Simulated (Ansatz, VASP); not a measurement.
Two plane-wave programs on SiC

```
Si C
1.0
     0.00000    2.15529    2.15529
     2.15529    0.00000    2.15529
     2.04465    2.04465    0.11064
Si C
1 1
Direct
  0.00000 0.00000 0.00000
  0.75000 0.75000 0.75000
```

Alike in both runs: task single point; functional PBE; k mesh 12 × 12 × 12; occupations gaussian, width 0.05 eV; no spin polarisation.

|  | VASP | Ansatz |
| --- | --- | --- |
| version | VASP 6.6.1 | Ansatz 0.2.0 |
| potentials or method | VASP PAW PBE potentials, release 64 (Si, C) | scalar-relativistic, plane waves, PAW |
| plane-wave cutoff (eV) | 520 | 520 |
| valence electrons in the cell | 8 | 8 |

```tsv
	VASP	Ansatz	Ansatz less VASP
gap on the k mesh at the Fermi level (eV)	0.83	0.84	+0.010
least direct gap on the mesh (eV)	3.99	4.01	+0.016
rms of the force components (eV/Å)	1.058	1.061	+0.0030
```

Atom by atom the forces differ by 0.003 eV/Å (rms over components). The functional is the same, so the differences come from potentials, cutoffs and numerics.

Caveats: forces of over 1 eV/Å show positions far from the minimum, so gaps and moduli don't describe the material at rest. A k mesh can miss the band edges.
